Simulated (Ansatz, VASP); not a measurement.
# AlSi53C54 (Al_Si): VASP beside Ansatz

Aim: how closely do two programs agree when they are given the same cell, functional and k mesh? The structure shown is the start of the Ansatz relaxation below; VASP solves that cell, so the two are compared at the walk's first step.

Program: Ansatz 0.2.0. Level of theory: plane waves, with VASP 6.6.1 beside it; single point at r2SCAN. Results are calculated unless marked as measured.

## Step 1: The starting structure

The cell holds 108 atoms: 53 Si, 54 C and 1 Al. Cell: a = 9.236 Å, b = 9.236 Å, c = 15.108 Å, α = 90.0°, β = 90.0°, γ = 120.0°. It derives from SiC (SiC (P6_3mc)). Nearest the centre at fractional (0.667, 0.667, 0.500): Al108 at 0.05 Å, C82 at 1.84 Å, C106 at 1.85 Å, C88 at 1.86 Å, C103 at 1.93 Å, Si32 at 3.05 Å, Si35 at 3.06 Å, Si33 at 3.07 Å. The cell carries charge +1.

## Step 2: Ansatz: relaxation, r2SCAN

Ansatz runs on its PAW soft_1 files.

The two programs are compared at the cell with which this relaxation starts, whose forces are those of its first step.

The input, input.yaml:

```yaml
crystal:
  lattice:
    - [3.07866498, 0.0, 0.0]
    - [-1.53933249, 2.66620208, 0.0]
    - [0.0, 0.0, 15.1078644]
  atoms:
    - { symbol: Si, position: [0.33333333, 0.66666667, 0.8329854] }
    - { symbol: Si, position: [0.66666667, 0.33333333, 0.3329854] }
    - { symbol: Si, position: [0.66666667, 0.33333333, 0.66650102] }
    - { symbol: Si, position: [0.33333333, 0.66666667, 0.16650102] }
    - { symbol: Si, position: [0.0, 0.0, 0.49972248] }
    - { symbol: Si, position: [0.0, 0.0, 0.99972248] }
    - { symbol: C, position: [0.0, 0.0, 0.87436694] }
    - { symbol: C, position: [0.0, 0.0, 0.37436694] }
    - { symbol: C, position: [0.33333333, 0.66666667, 0.70799668] }
    - { symbol: C, position: [0.66666667, 0.33333333, 0.20799668] }
    - { symbol: C, position: [0.66666667, 0.33333333, 0.54152848] }
    - { symbol: C, position: [0.33333333, 0.66666667, 0.04152848] }
  supercell: [3, 3, 1]
  defects: [{ substitution: { at: 100, symbol: Al } }]
total_charge: 1
basis:
  ecutwfc: 500
  xc_grid: 2
hamiltonian:
  xc: r2scan
  pseudopotentials: { kind: paw, azcp: { folder: soft_1 } }
kpoints:
  mp_grid: { grid: [1, 1, 1], shift: [0.25, 0.25, 0.25] }
magnetization:
  spin_polarized: true
  initial_magnetization: 2
  spin_locking: { lock_magnetization: hard }
scf:
  occupations: { method: fixed }
  max_iter: 100
output:
  forces: true
  charged_corrections:
    epsilon: [7.09, 7.09, 7.35]
    static_epsilon: [10.43, 10.43, 10.95]
relax:
  f_tol: 0.02
  max_steps: 80
  random_displacement: { amplitude: 0.05, seed: 4910 }
checkpoint:
  write: "../qp1_M2.relax.run"
  compress: false
  write_wavefunctions: true
  write_every: 100000
```

Launch:

```bash
ansatz run input.yaml --threads 4 --pin off --max-ram 15073MiB --backend cpu --events-out ev --progress --plain --runs-dir out
```

Numbers of over 12 decimals in the logs are rounded to 6 here.

Output:

```text
Warning: This run holds its total moment fixed (magnetization.spin_locking.lock_magnetization: hard) and mixes its density by anderson or broyden (scf.mixing.algorithm, typed or taken by auto). Slabs with a fixed moment have converged under broyden above another state at the same moment, at the default mixing steps and at smaller ones, and under scf.lower_state_search: standard, light or off a state that such a mixer [...]
Engine: ansatz 0.2.0, aarch64-unknown-linux-gnu
Pseudopotentials: kind: paw
Pseudopotential: Si, paw, valence charge 4, recommended cutoff 500 eV (meta_gga), soft_1/Si.paw.azcp
Pseudopotential: C, paw, valence charge 4, recommended cutoff 500 eV (meta_gga), soft_1/C.paw.azcp
Pseudopotential: Al, paw, valence charge 3, recommended cutoff 500 eV (meta_gga), soft_1/Al.paw.azcp
Functional definition: r2SCAN
  parameter k0 = 0.174
  parameter k1 = 0.065
  parameter a1 = 4.9479
  exchange = r2scan_x(k0 = k0, k1 = k1, a1 = a1)
  correlation = r2scan_c
Crystal: 108 atoms, lattice volume = 1116.095 Å³
Basis set: ecut = 500 eV, 28399 PW (Γ), exchange–correlation on 144×144×240 points (8 copies of the dense FFT grid, shifted against one another)
Bands: 324, of which v1, the nominal top of the filled ones, is band 215 counted from 1 (214 counted from 0)
Symmetry: 1 space group operations
k-points: 1
Non-local potential: Si, projectors of the file, l = 0: 2, l = 1: 2, l = 2: 1
Non-local potential: C, projectors of the file, l = 0: 2, l = 1: 2, l = 2: 1
Non-local potential: Al, projectors of the file, l = 0: 2, l = 1: 2, l = 2: 1
PAW form: soft (Blöchl's): semilocal exchange-correlation on the pseudo side does not see the compensation charge
PAW frozen core: Si, regenerated for the run's functional (the file was generated under x = pbe(κ = 0.804, μ = 0.219515), c = pbe(β = 0.066725))
PAW frozen core: C, regenerated for the run's functional (the file was generated under x = pbe(κ = 0.804, μ = 0.219515), c = pbe(β = 0.066725))
PAW frozen core: Al, regenerated for the run's functional (the file was generated under x = pbe(κ = 0.804, μ = 0.219515), c = pbe(β = 0.066725))
PAW one-centre angular grid: Si, 302 points (default); XC on 160 Gauss nodes
PAW one-centre angular grid: C, 302 points (default); XC on 219 of its mesh's 2255 points in the sphere
PAW one-centre angular grid: Al, 302 points (default); XC on 160 Gauss nodes
Initial density: superposition of atomic densities (chi_scale 0.1, normalization cell, long waves kept (reshape's long-wave potential 0.18 eV rms))
Starting moments: Σ|m| = 2 μB on 108 of 108 sites
Initial wavefunctions: pseudopotential atomic-orbital guess
Functional: x = r2scan, c = r2scan; τ floored in thin density (d = 2e-4 eV/Å³)
SCF iter   1: F=—  HF=-48115.283105 eV  |F-HF|=—  |Δ(HF+E_count)|=         —  Δρ=7.29e-2 (↑7.29e-2 ↓7.13e-2)  dr2=2.97e2  dr2_τ=7.42e0  dr2_m=2.45e-2  M=2.000 μB ∫|m|=2.002 μB  β_m=1.20  ethr=3.10e-3  ⟨swp⟩=5.0  Hψ=2213  notcnv=0  defer=212
preconditioner: auto → Resta (q_TF=auto, 2.327 Å⁻¹)  ε∞=3.8  [insulator: Δε(μ)=0.077 eV  Ē_g=13.679 eV  n_scr=244 (ndim 8)  ℏωp=23.0 eV  f_vac=0.000  ε∞_Penn≈3.8]
spin=Collinear: Resta preconditioning applied to the charge; magnetization (m = ρ↑ − ρ↓) channel mixes plain (no charge-response kernel on spin).
SCF iter   2: F=—  HF=-48057.165432 eV  |F-HF|=—  |Δ(HF+E_count)|=    5.81e1  Δρ=4.20e-2 (↑4.20e-2 ↓4.17e-2)  dr2=9.44e1  dr2_τ=4.04e-1  dr2_m=3.83e-2  M=2.000 μB ∫|m|=2.323 μB  β_m=1.20  ethr=3.10e-3  ⟨swp⟩=3.0  Hψ=1103  notcnv=0  defer=214  κ⁻¹=1.0e0(r=1)
SCF iter   3: F=—  HF=-48039.701745 eV  |F-HF|=—  |Δ(HF+E_count)|=    1.75e1  Δρ=1.64e-2 (↑1.63e-2 ↓1.64e-2)  dr2=9.01e0  dr2_τ=3.98e-2  dr2_m=2.71e-2  M=2.000 μB ∫|m|=2.458 μB  β_m=1.20  ethr=3.10e-3  ⟨swp⟩=3.0  Hψ=883  notcnv=0  defer=214  κ⁻¹=6.8e-2(r=2)
SCF iter   4: F=—  HF=-48040.369806 eV  |F-HF|=—  |Δ(HF+E_count)|=   6.68e-1  Δρ=1.05e-2 (↑1.05e-2 ↓1.04e-2)  dr2=2.83e0  dr2_τ=1.59e-2  dr2_m=4.15e-3  M=2.000 μB ∫|m|=2.318 μB  β_m=1.20  ethr=2.10e-3  ⟨swp⟩=3.0  Hψ=1007  notcnv=0  defer=214  κ⁻¹=7.6e-3(r=3)
SCF iter   5: F=—  HF=-48040.807531 eV  |F-HF|=—  |Δ(HF+E_count)|=   4.38e-1  Δρ=4.34e-3 (↑4.16e-3 ↓4.34e-3)  dr2=5.89e-1  dr2_τ=3.15e-3  dr2_m=2.89e-3  M=2.000 μB ∫|m|=2.264 μB  β_m=1.20  ethr=6.57e-4  ⟨swp⟩=2.0  Hψ=446  notcnv=0  defer=214  κ⁻¹=1.1e-3(r=4)
[...]
- { symbol: Si, position: [0.222472, 0.110530, 0.666342] }
    - { symbol: Si, position: [0.110751, 0.221882, 0.166233] }
    - { symbol: Si, position: [-0.000136108, -0.000723847, 0.499872] }
    - { symbol: Si, position: [0.000700235, -0.00085736, 0.999506] }
    - { symbol: C, position: [0.00119939, -0.000970193, 0.874367] }
    - { symbol: C, position: [-0.00111819, 0.000488846, 0.374279] }
    - { symbol: C, position: [0.111461, 0.221778, 0.707880] }
    - { symbol: C, position: [0.221770, 0.110727, 0.207801] }
    - { symbol: C, position: [0.221248, 0.111123, 0.541516] }
    - { symbol: C, position: [0.111566, 0.221316, 0.041415] }
    - { symbol: Si, position: [0.111950, 0.554593, 0.832890] }
    - { symbol: Si, position: [0.220936, 0.444655, 0.332845] }
    - { symbol: Si, position: [0.222322, 0.444098, 0.666275] }
    - { symbol: Si, position: [0.110623, 0.555164, 0.166282] }
    - { symbol: Si, position: [-0.000864326, 0.333428, 0.499460] }
    - { symbol: Si, position: [0.000530804, 0.332336, 0.999444] }
    - { symbol: C, position: [0.00113878, 0.332215, 0.874229] }
    - { symbol: C, position: [-0.00133387, 0.333973, 0.374240] }
    - { symbol: C, position: [0.111266, 0.555038, 0.707931] }
    - { symbol: C, position: [0.221708, 0.444145, 0.207883] }
    - { symbol: C, position: [0.221265, 0.444357, 0.541318] }
    - { symbol: C, position: [0.111538, 0.554569, 0.041403] }
    - { symbol: Si, position: [0.112619, 0.888160, 0.833352] }
    - { symbol: Si, position: [0.220825, 0.778411, 0.332767] }
    - { symbol: Si, position: [0.222263, 0.777455, 0.666631] }
    - { symbol: Si, position: [0.111216, 0.888843, 0.165986] }
    - { symbol: Si, position: [-0.00143418, 0.667231, 0.499695] }
    - { symbol: Si, position: [0.000553615, 0.665575, 0.999506] }
    - { symbol: C, position: [0.00110459, 0.665503, 0.874337] }
    - { symbol: C, position: [-0.00143798, 0.667310, 0.374241] }
    - { symbol: C, position: [0.112272, 0.889045, 0.709056] }
    - { symbol: C, position: [0.221712, 0.777490, 0.207836] }
    - { symbol: C, position: [0.220993, 0.778211, 0.541691] }
    - { symbol: C, position: [0.111732, 0.887980, 0.041211] }
    - { symbol: Si, position: [0.445442, 0.221310, 0.833461] }
    - { symbol: Si, position: [0.554044, 0.111621, 0.332652] }
    - { symbol: Si, position: [0.556091, 0.111216, 0.666640] }
    - { symbol: Si, position: [0.443709, 0.221522, 0.165883] }
    - { symbol: Si, position: [0.332093, 1.549788734014312e-5, 0.499416] }
    - { symbol: Si, position: [0.333938, -0.000787728, 0.999729] }
    - { symbol: C, position: [0.334611, -0.000989217, 0.874883] }
    - { symbol: C, position: [0.332099, 0.00047184, 0.374224] }
    - { symbol: C, position: [0.444234, 0.220936, 0.708760] }
    - { symbol: C, position: [0.555023, 0.110777, 0.207780] }
    - { symbol: C, position: [0.554152, 0.111151, 0.541641] }
    - { symbol: C, position: [0.444897, 0.221124, 0.041150] }
    - { symbol: Si, position: [0.445372, 0.554768, 0.833071] }
    - { symbol: Si, position: [0.553660, 0.444824, 0.332048] }
[...]
- { symbol: Si, position: [0.777381, 0.555219, 0.166089] }
    - { symbol: Si, position: [0.666184, 0.334252, 0.499291] }
    - { symbol: Si, position: [0.667301, 0.332374, 0.999435] }
[...]
- { symbol: C, position: [0.888068, 0.444597, 0.541303] }
    - { symbol: C, position: [0.778262, 0.554667, 0.041115] }
    - { symbol: Si, position: [0.778999, 0.888099, 0.832957] }
    - { symbol: Si, position: [0.887800, 0.778647, 0.332242] }
    - { symbol: Si, position: [0.890486, 0.778035, 0.666328] }
    - { symbol: Si, position: [0.777620, 0.888857, 0.166205] }
    - { symbol: Al, position: [0.667332, 0.666836, 0.499027] }
    - { symbol: Si, position: [0.667255, 0.665720, 0.999584] }
    - { symbol: C, position: [0.667851, 0.665645, 0.874155] }
    - { symbol: C, position: [0.664939, 0.666829, 0.368007] }
    - { symbol: C, position: [0.778272, 0.888640, 0.707992] }
    - { symbol: C, position: [0.889177, 0.777948, 0.206895] }
    - { symbol: C, position: [0.897242, 0.783337, 0.543377] }
    - { symbol: C, position: [0.778286, 0.888085, 0.041217] }
```

## Step 3: VASP: single point, r2SCAN, start cell

The same cell, functional and mesh now go to VASP, with its own data sets.

Lines of VASP's logs that name or quote its potential files are left out, and so is its time.

The input, INCAR:

```
SYSTEM = AlSi53C54
PREC = Accurate
ENCUT = 580
EDIFF = 1E-06
NELM = 200
ISMEAR = 0
SIGMA = 0.01
LREAL = Auto
ALGO = Normal
METAGGA = R2SCAN
LASPH = .TRUE.
NELECT = 430
NBANDS = 290
ISPIN = 2
MAGMOM = 0 0 -0 0 0 0 0 0 0 0 0 0 0 0 -0 0 0 0 0 0 -0 0 -0 0 0 0 0 0 0 0 0 0 0 0 0 0 0 0 0 0 0 0 0 0 0 0 0 0 0 0 0 0 0 0.01 0.01 0.02 0.01 0.03 0.01 0.01 0.01 0.01 0.01 0.02 0.01 0.01 0.02 0.02 0.01 0.06 0.01 0.02 0.01 0.04 0.01 0.07 0.01 0.01 0.01 0.02 0.03 0.09 0.02 0.01 0.02 0.05 0.04 0.14 0.02 0.01 0.02 0.01 0.01 0.02 0.01 0.01 0.02 0.01 0.01 0.01 0.02 0.01 0.09 0.02 0.03 0.05 0.02 0.02
LORBIT = 11
LWAVE = .FALSE.
LCHARG = .FALSE.
ISIF = 2
ISYM = 0
NUPDOWN = 2
GGA_COMPAT = .FALSE.
LMIXTAU = .TRUE.
```

The input, POSCAR:

```
AlSi53C54
1.0
    9.2359949282      0.0000000000      0.0000000000
   -4.6179974641      7.9986062370      0.0000000000
    0.0000000000      0.0000000000     15.1078644027
Si C Al
53 54 1
Direct
    0.1066417532      0.2165563535      0.8339622110
    0.2231234162      0.1097613727      0.3299008958
[... 2 atom lines left out ...]
    0.0039765096      0.0026968448      0.4972059452
[... 2 atom lines left out ...]
    0.2219774100      0.4476681179      0.3303869340
    0.2172397787      0.4436471674      0.6682104585
[... 7 atom lines left out ...]
    0.9963586550      0.6613363433      0.5013451139
[... 3 atom lines left out ...]
    0.5584314071      0.1080220696      0.6655133202
[... 4 atom lines left out ...]
    0.5507305807      0.4386299183      0.3326658796
    0.5523556470      0.4421609084      0.6693131955
[... 1 atom line left out ...]
    0.3334962188      0.3286903896      0.5013361120
[... 2 atom lines left out ...]
    0.5565315526      0.7795038054      0.3361655138
    0.5553320282      0.7809466818      0.6638711291
[... 1 atom line left out ...]
    0.3362521807      0.6679872520      0.4967970853
[... 2 atom lines left out ...]
    0.8931622419      0.1125312302      0.3306100629
    0.8884932489      0.1055111322      0.6665474836
[... 1 atom line left out ...]
    0.6724960415      0.0030136500      0.5009158673
[... 2 atom lines left out ...]
    0.8871814246      0.4413142609      0.3301220389
    0.8907013590      0.4505273660      0.6666310162
[... 1 atom line left out ...]
    0.6622407679      0.3314558714      0.4973943239
[... 2 atom lines left out ...]
    0.8940871546      0.7787220442      0.3345201456
    0.8941479565      0.7791351162      0.6681120992
[... 3 atom lines left out ...]
    0.0020800371      0.0029210089      0.3772683450
[... 2 atom lines left out ...]
    0.2273618881      0.1166064402      0.5421201026
[... 5 atom lines left out ...]
    0.2193207580      0.4456932738      0.5391057785
[... 2 atom lines left out ...]
    0.0014385090      0.6693637418      0.3713818082
    0.1056496877      0.8835663103      0.7082830978
[... 1 atom line left out ...]
    0.2232742322      0.7832303297      0.5402747723
[... 3 atom lines left out ...]
    0.4500832469      0.2251137194      0.7065688912
[... 1 atom line left out ...]
    0.5560077996      0.1109477044      0.5382362314
[... 2 atom lines left out ...]
    0.3337247798      0.3305329606      0.3716182414
    0.4439294109      0.5510827598      0.7059380278
    0.5598968221      0.4431585823      0.2090944766
    0.5568640900      0.4503878417      0.5416619306
[... 2 atom lines left out ...]
    0.3370652543      0.6641954664      0.3742289346
    0.4402084165      0.8837775971      0.7096013516
    0.5589786332      0.7803349502      0.2052761342
    0.5527634205      0.7716284334      0.5420973992
[... 2 atom lines left out ...]
    0.6612801168      0.9995826773      0.3753073796
[... 2 atom lines left out ...]
    0.8944114149      0.1133108661      0.5430406166
[... 2 atom lines left out ...]
    0.6671644117      0.3388791647      0.3737364097
    0.7743326588      0.5581827468      0.7087417331
[... 1 atom line left out ...]
    0.8875914319      0.4451801845      0.5446533528
[... 2 atom lines left out ...]
    0.6665899833      0.6707224785      0.3722020433
    0.7839358674      0.8928256734      0.7082170395
    0.8941305772      0.7787593007      0.2094957908
    0.8859725310      0.7728667741      0.5395003412
[... 1 atom line left out ...]
    0.6721011823      0.6702333933      0.4981717336
```

The input, KPOINTS:

```
Points of the shifted mesh
1
Reciprocal
 0.2500000000  0.2500000000  0.2500000000 1
```

The projector-augmented-wave data sets are Si, C and Al (PBE family, release 64).

Launch:

```bash
export OMP_NUM_THREADS=3
mpirun -np 1 vasp_std
```

Output:

```text
[banner, memory and clock lines left out]
running    1 mpi-ranks, on    1 nodes
[...]
Offloading initialized ...    1 GPUs detected
[...]
|                                                                             |
|               ----> ADVICE to this user running VASP <----                  |
|                                                                             |
|     You enforced a specific xc type in the INCAR file but a different       |
|     [... a line on the potential file left out ...]
|     I HOPE YOU KNOW WHAT YOU ARE DOING!                                     |
|                                                                             |

 LDA part: xc-table for (None), standard interpolation
 POSCAR, INCAR and KPOINTS ok, starting setup
[...]
entering main loop
       N       E                     dE             d eps       ncg     rms          rms(c)
DAV:   1     0.121177686728E+04    0.12118E+04   -0.21654E+05  1160   0.151E+03
DAV:   2    -0.104342299760E+04   -0.22552E+04   -0.21373E+04  1420   0.257E+02
DAV:   3    -0.120300967522E+04   -0.15959E+03   -0.15772E+03  1424   0.636E+01
DAV:   4    -0.120667559130E+04   -0.36659E+01   -0.36491E+01  1392   0.105E+01
DAV:   5    -0.120678145150E+04   -0.10586E+00   -0.10565E+00  1408   0.168E+00BRMIX: very serious problems
 the old and the new charge density differ
 old charge density:   431.00000 new  430.00000
    0.670E+01
DAV:   6    -0.104561407852E+04    0.16117E+03   -0.24012E+02  1344   0.216E+01    0.376E+01
DAV:   7    -0.104753985860E+04   -0.19258E+01   -0.36955E+01  1424   0.869E+00    0.165E+01
DAV:   8    -0.104807922947E+04   -0.53937E+00   -0.25835E+00  1456   0.285E+00    0.395E+00
DAV:   9    -0.104803893496E+04    0.40295E-01   -0.66133E-01  1416   0.185E+00    0.140E+00
[...]
DAV:  15    -0.104807609324E+04   -0.45418E-05   -0.90580E-05  1408   0.184E-02    0.225E-02
DAV:  16    -0.104807609606E+04   -0.28201E-05   -0.18012E-05  1416   0.887E-03    0.106E-02
DAV:  17    -0.104807609602E+04    0.41112E-07   -0.61821E-06  1288   0.468E-03
   1 F= -.10480761E+04 E0= -.10480761E+04  d E =-.331132E-16  mag=     1.9953
```

Parts of OUTCAR (step 3):

```text
  FREE ENERGIE OF THE ION-ELECTRON SYSTEM (eV)
  ---------------------------------------------------
  free  energy   TOTEN  =     -1048.0760960191 eV

  energy  without entropy=    -1048.0760960191  energy(sigma->0) =    -1048.07609602

 magnetization (x)
# of ion       s       p       d       tot
------------------------------------------
    1       -0.000  -0.000   0.000  -0.000
    2       -0.001   0.001   0.000   0.000
    3       -0.001  -0.001   0.000  -0.002
    4       -0.000   0.001   0.000   0.000
    5       -0.001   0.000   0.000  -0.000
    6       -0.000   0.000   0.000   0.000
    7       -0.000  -0.000   0.000  -0.001
    8       -0.001   0.001   0.000   0.000
    9       -0.001  -0.001   0.000  -0.002
   10       -0.000   0.001   0.000   0.000
   11       -0.001   0.003   0.000   0.002
   12       -0.000   0.000   0.000   0.000
   13       -0.000   0.000   0.000  -0.000
[...]
--------------------------------------------------
tot          0.026   1.178   0.000   1.204
```

The run ends at a pressure of -0.72 GPa, with forces up to 4.0 eV/Å.

## Step 4: Side by side

Known differences besides the potentials themselves: VASP starts from the moments at which Ansatz ended; VASP keeps PBE cores, Ansatz makes them for the functional; fixed occupations in Ansatz, narrow Gaussian smearing in VASP; the cutoff is 500 eV in Ansatz and 580 eV in VASP (PREC = Accurate, projectors in real space). Total energies have different zeros and are not compared.

Forces on 9 of the 108 atoms, those with the largest forces and the largest differences (eV/Å; atoms numbered as in POSCAR):

| atom | Ansatz x, y, z | VASP x, y, z |
| --- | --- | --- |
| Si8 | 0.359, -0.939, 1.715 | 0.361, -0.936, 1.702 |
| Si20 | 0.092, 0.410, 2.113 | 0.093, 0.411, 2.095 |
| Si39 | -0.135, 1.925, 0.472 | -0.132, 1.911, 0.468 |
| Si51 | -1.676, -0.819, -1.500 | -1.672, -0.814, -1.488 |
| C66 | 1.205, -1.432, 1.087 | 1.199, -1.429, 1.083 |
| C82 | -0.009, -3.096, 0.646 | -0.010, -3.093, 0.645 |
| C88 | -1.918, 2.381, 0.199 | -1.917, 2.380, 0.198 |
| C103 | 0.905, -0.898, -2.086 | 0.901, -0.896, -2.080 |
| C106 | 2.586, 2.627, 1.560 | 2.588, 2.629, 1.563 |

The forces differ by 4.1 meV/Å r.m.s., which is 0.5 % of the r.m.s. force of 0.888 eV/Å (both taken over all components). Moments aren't recorded for both runs of this pair, so they may hold unlike magnetic states. The cell carries a charge of +1 e against a uniform background, so its pressure also hangs on how the neutralising background is counted, and in a defect's cell a gap may be the spacing between its levels.

## Step 5: Results

| Quantity | Value |
| --- | --- |
| r.m.s. force difference (single point, r2SCAN, start cell) | 0.46 % of the r.m.s. force |

What this shows: The r.m.s. force difference is 0.46 % of the r.m.s. force (single point, r2SCAN, start cell), within the 3 % picked in this series as the mark of a large difference. 1 further run of this series is not shown here. Such differences can come from data sets, numerical settings and the points named under the comparisons, not from the functional's error against experiment.

[Lines on the potential files, build, host, timing and source positions are cut from VASP's logs without a mark.]

[Logs are printed without paths, hosts, clocks, repeated set-up lines and the standing remarks that a program may print on its own settings, such as how far it seeks lower states.]

[Hosts, paths, dates, database ids (printed as entryN), source tags and the programs' standing remarks are cut or masked in the printed files.]
